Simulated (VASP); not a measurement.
# Rh (Fm-3m) in VASP: further runs

The runs below take Rh through relaxation of cell and atoms, relaxation of the atoms, with RPBE, PBE.

All numbers are computed with VASP 6.6.1; they aren't measurements. Logs are shortened: lines on timing, memory, paths and dates and some standing lists are left out, and cuts for length are marked.

### Step 1. Starting point

It takes space group Fm-3m (No. 225, cubic). Conventional cell: a = 3.854 Å, b = 3.854 Å, c = 3.854 Å, α = 90.00°, β = 90.00°, γ = 90.00°. Around Rh (site symmetry m-3m) lie 12 Rh at 2.72 Å.

### Step 2. Relaxation of cell and atoms, RPBE

The input, INCAR:

```
SYSTEM = Rh
PREC     = Accurate       ! precision mode
ENCUT    = 600            ! plane-wave cutoff, eV
EDIFF    = 1E-7           ! SCF threshold, eV
ISMEAR   = 1              ! smearing method
SIGMA    = 0.1            ! smearing width, eV
LREAL    = .False.        ! projectors in reciprocal space
LASPH    = .True.         ! aspherical terms in the spheres
NELM     = 80             ! most SCF steps
ALGO     = Normal         ! electronic algorithm
ISIF     = 3              ! what is computed and relaxed
LWAVE    = .False.        ! write WAVECAR
LCHARG   = .False.        ! write CHGCAR
GGA      = RP             ! functional
IBRION   = 2              ! ionic algorithm
NSW      = 90             ! ionic steps
EDIFFG   = -0.005         ! ionic threshold
```

The input, KPOINTS:

```
regular mesh
0
Gamma
  16 16 16
  0 0 0
```

The input, POSCAR:

```
Rh                                      
1.0
    0.0000000000      1.9268191426      1.9268191426
    1.9268191426      0.0000000000      1.9268191426
    1.9268191426      1.9268191426     -0.0000000000
  Rh            
     1
Direct
     0.0000000000000000    0.0000000000000000    0.0000000000000000
```

Potentials or basis: VASP PAW PBE potentials, release 64 (Rh_pv).

Launch:

```console
> cat potpaw_PBE.64/Rh_pv/POTCAR > POTCAR
> mpirun -np 1 vasp_std > vasp.out
```

OUTCAR:

```text
SYSTEM = Rh
   PREC = Accurate
   ENCUT = 600
   EDIFF = 1E-7
   ISMEAR = 1
   LREAL = .False.
   LASPH = .True.
   NELM = 80
   ISIF = 3
   GGA = RP
   IBRION = 2
   NSW = 90
   EDIFFG = -0.005

 ion  position               nearest neighbor table
   1  0.000  0.000  0.000-

  LATTYP: Found a face centered cubic cell.
 ALAT       =     3.8536382852

  Lattice vectors:

 A1 = (   0.0000000000,   1.9268191426,   1.9268191426)
 A2 = (   1.9268191426,   0.0000000000,   1.9268191426)
 A3 = (   1.9268191426,   1.9268191426,   0.0000000000)

Analysis of symmetry for initial positions (statically):
=====================================================================
 Subroutine PRICEL returns:
 Original cell was already a primitive cell.

 Routine SETGRP: Setting up the symmetry group for a
 face centered cubic supercell.

 Subroutine GETGRP returns: Found 48 space group operations
 (whereof 48 operations were pure point group operations)
 out of a pool of 48 trial point group operations.

The static configuration has the point symmetry O_h .

Analysis of symmetry for dynamics (positions and initial velocities):
=====================================================================
 Subroutine PRICEL returns:
 Original cell was already a primitive cell.

 Routine SETGRP: Setting up the symmetry group for a
 face centered cubic supercell.

 Subroutine GETGRP returns: Found 48 space group operations
 (whereof 48 operations were pure point group operations)
 out of a pool of 48 trial point group operations.

The dynamic configuration has the point symmetry O_h .

 Subroutine INISYM returns: Found 48 space group operations
 (whereof 48 operations are pure point group operations),
 and found     1 'primitive' translations

----------------------------------------------------------------------------------------

                                     Primitive cell

  volume of cell :      14.3071

  direct lattice vectors                    reciprocal lattice vectors
     0.000000000  1.926819143  1.926819143    -0.259495035  0.259495035  0.259495035
     1.926819143  0.000000000  1.926819143     0.259495035 -0.259495035  0.259495035
     1.926819143  1.926819143  0.000000000     0.259495035  0.259495035 -0.259495035

  length of vectors
     2.724933764  2.724933764  2.724933764     0.449458584  0.449458584  0.449458584

  position of ions in fractional coordinates (direct lattice)
     0.000000000  0.000000000  0.000000000

  ion indices of the primitive-cell ions
   primitive index   ion index
                 1           1

----------------------------------------------------------------------------------------

 KPOINTS: regular mesh

Automatic generation of k-mesh.
 Grid dimensions read from file:
 generate k-points for:   16   16   16

 Generating k-lattice:

  Cartesian coordinates                     Fractional coordinates (reciprocal lattice)
    -0.016218440  0.016218440  0.016218440     0.062500000  0.000000000  0.000000000
     0.016218440 -0.016218440  0.016218440     0.000000000  0.062500000  0.000000000
     0.016218440  0.016218440 -0.016218440     0.000000000  0.000000000  0.062500000

  Length of vectors
     0.028091162  0.028091162  0.028091162

  Shift w.r.t. Gamma in fractional coordinates (k-lattice)
     0.000000000  0.000000000  0.000000000

 Subroutine IBZKPT returns following result:
 ===========================================

 Found    145 irreducible k-points:

 Following reciprocal coordinates:
            Coordinates               Weight
  0.000000  0.000000  0.000000      1.000000
  0.062500  0.000000  0.000000      8.000000
  0.125000  0.000000  0.000000      8.000000
  0.187500  0.000000  0.000000      8.000000
  0.250000  0.000000  0.000000      8.000000
  0.312500  0.000000  0.000000      8.000000
[... 16 lines left out ...]
 -0.125000  0.062500  0.000000     24.000000
 -0.062500  0.062500  0.000000     12.000000
 [... further k-points ...]
   k-points           NKPTS =    145   k-points in BZ     NKDIM =    145   number of bands    NBANDS=     11
   number of dos      NEDOS =    301   number of ions     NIONS =      1
   total plane-waves  NPLWV =  13824
   dimension x,y,z NGX =    24 NGY =   24 NGZ =   24
   dimension x,y,z NGXF=    48 NGYF=   48 NGZF=   48
   ions per type =               1
   NGX,Y,Z   is equivalent  to a cutoff of  14.64, 14.64, 14.64 a.u.
   NGXF,Y,Z  is equivalent  to a cutoff of  29.28, 29.28, 29.28 a.u.
 SYSTEM =  Rh
   PREC   = accura    normal or accurate (medium, high low for compatibility)
   ISTART =      0    job   : 0-new  1-cont  2-samecut
   ICHARG =      2    charge: 1-file 2-atom 10-const
   ISPIN  =      1    spin polarized calculation?
   LNONCOLLINEAR =      F non collinear calculations
   LSORBIT =      F    spin-orbit coupling
   LASPH  =      T    aspherical Exc in radial PAW
   ENCUT  =  600.0 eV  44.10 Ry    6.64 a.u.   5.44  5.44  5.44*2*pi/ulx,y,z
   NELM   =     80;   NELMIN=  2; NELMDL= -5     # of ELM steps
   EDIFF  = 0.1E-06   stopping-criterion for ELM
   LREAL  =      F    real-space projection
   EDIFFG = -.5E-02   stopping-criterion for IOM
   NSW    =     90    number of steps for IOM
   IBRION =      2    ionic relax: 0-MD 1-quasi-New 2-CG
   NFREE  =      1    steps in history (QN), initial steepest desc. (CG)
   ISIF   =      3    stress and relaxation
   ISYM   =      2    0-nonsym 1-usesym 2-fastsym
   POTIM  = 0.5000    time-step for ionic-motion
   TEBEG  =    0.0;   TEEND  =   0.0 temperature during run
   PSTRESS=    0.0 pullay stress
   NELECT =      15.0000    total number of electrons
   NUPDOWN=      -1.0000    fix difference up-down
   EMIN   =  10.00;   EMAX   =-10.00  energy-range for DOS
   EFERMI =   0.00;   METHOD = LEGACY
   ISMEAR =     1;   SIGMA  =   0.10  broadening in eV -4-tet -1-fermi 0-gaus
   EFERMI_NEDOS =   21; number of points for ismear=-14 and -15
   IALGO  =     38    algorithm
   IMIX   =      4    mixing-type and parameters
     AMIX     =   0.40;   BMIX     =  1.00
     AMIX_MAG =   1.60;   BMIX_MAG =  1.00
  volume/ion in A,a.u.               =      14.31        96.55
  Fermi-wavevector in a.u.,A,eV,Ry     =   1.663110  3.142822 37.632827  2.765935
  Thomas-Fermi vector in A             =   2.749884
   LORBIT       =      0    0 simple, 1 ext, 2 COOP (PROOUT), +10 PAW based schemes
   GGA     = RP    functional components
   LHFCALC =     F    Hartree Fock is set to
   AEXX    =    0.0000 exact exchange contribution
   IVDW    =     0    specifies the selected vdW correction
   LEPSILON=     F    determine dielectric tensor
   LRPA    =     F    only Hartree local field effects (RPA)
 conjugate gradient relaxation of ions
 non-spin polarized calculation
 Methfessel and Paxton  Order N= 1 SIGMA  =   0.10
  energy-cutoff  :      600.00
  volume of cell :       14.31
 maximum number of plane-waves:       531
 NGX is ok and might be reduce to    24
   NGX = 11   NGY = 11   NGZ = 11

 number of electron      14.9999998 magnetization

 Free energy of the ion-electron system (eV)
  ---------------------------------------------------
  ext. energy  EPLUGINS =         0.00000000
  ---------------------------------------------------
  free energy    TOTEN  =        -6.61592267 eV

  energy without entropy =       -6.61561770  energy(sigma->0) =       -6.61582101

 E-fermi :  11.2542     XC(G=0): -13.6751

 val. band max:       11.2503087717   @ k =   0.4375   0.1250   0.0625
 cond. band min:      11.2586939652   @ k =  -0.3750   0.2500   0.0000
 fundamental gap:      0.0083851935
 Fermi energy:        11.2541777807

 k-point     1 :       0.0000    0.0000    0.0000
  band No.  band energies     occupation
      1     -35.0398      2.00000
      2     -35.0398      2.00000
      3     -35.0398      2.00000
      4       3.6447      2.00000
      5       8.3881      2.00000
      6       8.3881      2.00000
      7       8.3881      2.00000
      8      10.3365      2.00000
      9      10.3365      2.00000
     10      27.2970      0.00000
     11      31.9991      0.00000

 k-point     2 :       0.0625    0.0000    0.0000
  band No.  band energies     occupation
      1     -35.0646      2.00000
      2     -35.0430      2.00000
      3     -35.0430      2.00000
      4       3.7961      2.00000
      5       8.3236      2.00000
      6       8.4461      2.00000
      7       8.4461      2.00000
      8      10.3052      2.00000
      9      10.3052      2.00000
     10      27.5062      0.00000
     11      31.6911      0.00000

 k-point     3 :       0.1250    0.0000    0.0000
  band No.  band energies     occupation
      1     -35.1353      2.00000
      2     -35.0527      2.00000
      3     -35.0527      2.00000
      4       4.2259      2.00000
      5       8.1706      2.00000
      6       8.5905      2.00000
      7       8.5905      2.00000
      8      10.2463      2.00000
      9      10.2463      2.00000
     10      28.0316      0.00000
     11      30.0011      0.00000

 k-point     4 :       0.1875    0.0000    0.0000
  band No.  band energies     occupation
      1     -35.2402      2.00000
      2     -35.0672      2.00000
      3     -35.0672      2.00000
      4       4.8376      2.00000
      5       8.0626      2.00000
      6       8.7241      2.00000
      7       8.7241      2.00000
      8      10.2689      2.00000
      9      10.2689      2.00000
     10      27.9725      0.00000
     11      28.7409      0.00000
[... 239 lines left out ...]
 k-point    22 :      -0.1875    0.0625    0.0000
  band No.  band energies     occupation
      1     -35.2851      2.00000
      2     -35.0964      2.00000
      3     -35.0661      2.00000
      4       5.1710      2.00000
      5       7.9442      2.00000
      6       8.7824      2.00000
      7       8.8268      2.00000
      8      10.0161      2.00000
      9      10.6578      2.00000
     10      27.4621      0.00000
     11      28.8737      0.00000

 k-point    23 :      -0.1250    0.0625    0.0000
  band No.  band energies     occupation
      1     -35.1773      2.00000
      2     -35.0766      2.00000
      3     -35.0525      2.00000
      4       4.5426      2.00000
      5       8.0227      2.00000
      6       8.6950      2.00000
      7       8.7226      2.00000
      8      10.0189      2.00000
      9      10.4371      2.00000
     10      28.3602      0.00000
     11      29.3735      0.00000

 k-point    24 :      -0.0625    0.0625    0.0000
  band No.  band energies     occupation
      1     -35.0996      2.00000
      2     -35.0579      2.00000
      3     -35.0444      2.00000
      4       4.0416      2.00000
      5       8.2022      2.00000
      6       8.5258      2.00000
      7       8.5701      2.00000
      8      10.1643      2.00000
      9      10.3613      2.00000
     10      27.8289      0.00000
     11      30.8626      0.00000

 [... further k-points ...]

------------------------ aborting loop because EDIFF is reached ----------------------------------------

  FORCE on cell =-STRESS in cart. coord.  units (eV):
  Direction    XX          YY          ZZ          XY          YZ          ZX
  --------------------------------------------------------------------------------------
  -------------------------------------------------------------------------------------
  Total       -0.0024676     -0.0024676     -0.0024676     -0.0000000     -0.0000000      0.0000000
  in kB       -0.2763354     -0.2763354     -0.2763354     -0.0000000     -0.0000000      0.0000000
  external PRESSURE =      -0.2763354 kB  Pullay stress =       0.0000000 kB

 VOLUME and BASIS-vectors are now :
 -----------------------------------------------------------------------------
  energy-cutoff  :      600.00
  volume of cell :       14.31
      direct lattice vectors                 reciprocal lattice vectors
     0.000000000  1.926819143  1.926819143    -0.259495035  0.259495035  0.259495035
     1.926819143  0.000000000  1.926819143     0.259495035 -0.259495035  0.259495035
     1.926819143  1.926819143  0.000000000     0.259495035  0.259495035 -0.259495035

 POSITION                                       TOTAL-FORCE (eV/Angst)
 -----------------------------------------------------------------------------------
      0.00000      0.00000      0.00000         0.000000      0.000000      0.000000
 -----------------------------------------------------------------------------------
    total drift:                                0.000000      0.000000     -0.000000

  FREE ENERGIE OF THE ION-ELECTRON SYSTEM (eV)
  ---------------------------------------------------
  free  energy   TOTEN  =        -6.6159226722 eV

  energy  without entropy=       -6.6156177004  energy(sigma->0) =       -6.61582101

 reached required accuracy - stopping structural energy minimisation
```

It took 13 s on 1 thread of Intel Xeon Platinum 8488C (Sapphire Rapids), shared host; peak memory 0.16 GiB.

Results:

```yaml
Free_energy: -6.6159 eV
Pressure_after_relaxing: 0.0 GPa
Band_gap_on_the_k_mesh: none (metal or under the smearing width)
```

Final structure:
```xyz
1
Lattice="0.0000 1.9268 1.9268 1.9268 0.0000 1.9268 1.9268 1.9268 0.0000" Properties=species:S:1:pos:R:3 pbc="T T T"
Rh    0.0000    0.0000    0.0000
```

Levels at points of the mesh, in eV from the Fermi level:
```
           k point  band 4  band 5  band 6  band 7  band 8  band 9  band 10  band 11
(0.00, 0.00, 0.00)   -7.61   -2.87   -2.87   -2.87   -0.92   -0.92    16.04    20.74
(0.50, 0.00, 0.00)   -5.75   -2.94   -2.94    0.54    0.54    0.82     8.29    15.53
(0.50, 0.50, 0.00)   -5.92   -5.57    0.51    0.93    0.93    3.27    11.82    13.15
```

Caveat: the relaxation stopped at its first step, so nothing moved; the PAW data sets were made with another functional, which shifts forces and pressure a little.

### Step 3. Relaxation of cell and atoms, PBE

This run uses another cell than the first one, of 13.67 Å³/atom, 0.956 times its volume.

The input, INCAR:

```
PREC = Accurate ; ENCUT = 600
EDIFF = 1E-6 ; ISMEAR = 1
SIGMA = 0.1 ; LREAL = F
LASPH = T ; NELM = 80
ALGO = Normal ; ISIF = 3
LWAVE = F ; LCHARG = F
GGA = PE ; IBRION = 2
NSW = 90 ; EDIFFG = -0.01
```

The input, KPOINTS:

```
Automatic mesh
0
Gamma
  16 16 16
```

The input, POSCAR:

```
Rh
1.0
    0.0000000000      1.8978500000      1.8978500000
    1.8978500000      0.0000000000      1.8978500000
    1.8978500000      1.8978500000      0.0000000000
Rh
1
Direct
    0.0000000000      0.0000000000      0.0000000000
```

Potentials or basis: VASP PAW PBE potentials, release 64 (Rh_pv).

Launch:

```console
> cat potpaw_PBE.64/Rh_pv/POTCAR > POTCAR
> mpirun -np 1 vasp_std > vasp.out
```

It took 28 s on 1 thread of Intel Xeon Platinum 8488C (Sapphire Rapids), shared host; peak memory 0.16 GiB.

The run converged. Its results:

```
Free energy                            : -7.2573 eV
Relaxed volume                         : 14.05 Å³/atom
Relaxed cell                           : a = 2.708 Å, b = 2.708 Å, c = 2.708 Å, α = 60.00°, β = 60.00°, γ = 60.00°
Space group after relaxing (to 0.05 Å) : Fm-3m (No. 225)
Energy gained by relaxing              : 8.2 meV/atom
Ionic steps                            : 3
Pressure after relaxing                : -0.1 GPa
Band gap on the k mesh                 : none (metal or under the smearing width)
```

Step by step:
```
step  energy change (eV)  largest force (eV/Å)  pressure (GPa)  volume (Å³)
   1              0.0000                0.0000            7.36        13.67
   2              0.0336                0.0000          -13.73        14.95
   3             -0.0082                0.0000           -0.07        14.05
```

Final structure:
```
Rh
1.0
     0.00000    1.91510    1.91510
     1.91510    0.00000    1.91510
     1.91510    1.91510    0.00000
Rh
1
Direct
  0.00000 0.00000 0.00000
```

Levels at points of the mesh, in eV from the Fermi level:
```
           k point  band 5  band 6  band 7  band 8  band 9  band 10
(0.00, 0.00, 0.00)   -2.96   -2.96   -2.96   -0.94   -0.94    16.03
(0.50, 0.00, 0.00)   -3.03   -3.03    0.57    0.57    0.77     8.44
(0.50, 0.50, 0.00)   -5.74    0.54    0.97    0.97    3.26    12.02
```

PBE usually gives volumes a little too large and moduli too small. Zero-point motion and thermal expansion aren't in these numbers.

[end of part 1 of 2]
